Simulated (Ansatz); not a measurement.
**How far is PAW off for CuI?**

```
CELL_PARAMETERS angstrom
3.77050 -3.74820 0.00000
3.77050 3.74820 0.00000
0.00000 0.00000 4.30700
ATOMIC_POSITIONS crystal
Cu 0.42044 0.57956 0.75000
Cu 0.57956 0.42044 0.25000
I 0.77004 0.22996 0.75000
I 0.22996 0.77004 0.25000
```

Atom numbers follow the list: Cu1, Cu2, I3, I4.

The cell is the one relaxed in the Materials Project (mp-1007922), not relaxed further here; entries there can be hypothetical. The listed cell was then made from it by scaling, straining or moving an atom.

Spin–orbit coupling is left out, though it moves levels of the heavy atoms by tenths of an eV or more.

Methods: DFT, LDA, PAW with Ansatz's default frozen-core files, scalar-relativistic (Ansatz 0.2.0); DFT, LDA, all-electron LAPW, scalar-relativistic (Ansatz 0.2.0).

For PAW: a Γ-centred 5×5×6 k mesh, Fermi–Dirac smearing of 0.02 eV, cutoff 420 eV, no spin polarisation; the PAW files were made with PBE, and the program remakes their frozen cores for this functional. LAPW targets a basis error of 0.5 meV/atom. The Ansatz runs share mesh, smearing and spin set-up. Plane-wave (PAW) pressures include the program's estimate of the Pulay term.

Stress and pressure are positive in compression.

The change that made this cell: equal xx and yy strain of +1 %.

PAW results:

```
              quantity     PAW
        pressure (GPa)   -3.50
       stress xx (GPa)   -1.21
       stress yy (GPa)   -4.48
       stress zz (GPa)   -4.80
force on Cu1, y (eV/Å)  -0.080
 force on I3, y (eV/Å)   0.543
         band gap (eV)   0.823
```

Problem. What does LAPW (all electrons) give for the same quantities?

Solution. 
```json
{"quantity": "pressure (GPa)", "LAPW": "-3.49"}
{"quantity": "stress xx (GPa)", "LAPW": "-1.21"}
{"quantity": "stress yy (GPa)", "LAPW": "-4.47"}
{"quantity": "stress zz (GPa)", "LAPW": "-4.80"}
{"quantity": "force on Cu1, y (eV/Å)", "LAPW": "-0.081"}
{"quantity": "force on I3, y (eV/Å)", "LAPW": "0.542"}
{"quantity": "band gap (eV)", "LAPW": "0.820"}
```
